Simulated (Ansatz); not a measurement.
Runs of Ansatz 0.2.0 on CdO (Monteponite). Symmetry: Fm-3m, No. 225, cubic system. Conventional cell: a = 4.699 Å, b = 4.699 Å, c = 4.699 Å, α = 90.00°, β = 90.00°, γ = 90.00°. Around Cd (site symmetry m-3m) lie 6 O at 2.35 Å. O (site symmetry m-3m) is surrounded by 6 Cd at 2.35 Å. 

| task | level | potentials or basis | spin | cell | k mesh | cutoff (eV) | smearing | points for each segment of the path | other keys | mesh quality | gap on the mesh (eV) | pressure (GPa) |
| --- | --- | --- | --- | --- | --- | --- | --- | --- | --- | --- | --- | --- |
| band structure | revPBE+D4 | SSSP precision PAW | off | as given | 10 × 10 × 10 | 1361 | fermi-dirac 0.05 eV | 14 | hamiltonian.xc = revpbe; scf.eigensolver.kind = davidson; … | not flagged | (a) | (b) |
| density of states | r2SCAN0 | Ansatz PAW earlier set | off | as given | 6 × 6 × 6 | 1050 | gaussian 0.025 eV | - | basis.xc_grid = 1 | not flagged | 1.98 | -2.5 |
| band structure | r2SCAN0 | Ansatz PAW | off | as given | 6 × 6 × 6 | 500 | fermi-dirac 0.05 eV | 4 | - | not flagged | 1.98 | -2.5 |
| single point | r2SCAN0 | Ansatz PAW | SOC, no magnetisation | as given | 5 × 5 × 5 | 500 | fermi-dirac 0.05 eV | - | - | coarse | 2.12 | -2.5 |
| single point | LC-wPBE+D4 | Ansatz PAW | off | volume scaled by 1.04 | 6 × 6 × 6 | 420 | cold 0.05 eV | - | - | not flagged | 5.81 | -11.3 |

Problem. Fill in the values left out.

Solution. (a) none; (b) 2.7.

Caveats: some runs use coarse meshes; the PAW data sets come from PBE, with cores solved anew for the run's functional, which leaves a small shift of forces and pressure (some runs); the thresholds are loose for stress (some runs); pairwise dispersion overbinds metals, which lowers pressure and volume (some runs); odd divisions of the mesh miss points on the zone boundary, where band edges often lie, so the gap on the mesh can be too wide (some runs); the dispersion damping was fitted for another functional or another form of the correction (some runs).

A k mesh can miss the band edges, and rows without SOC leave out spin-orbit coupling on Cd.
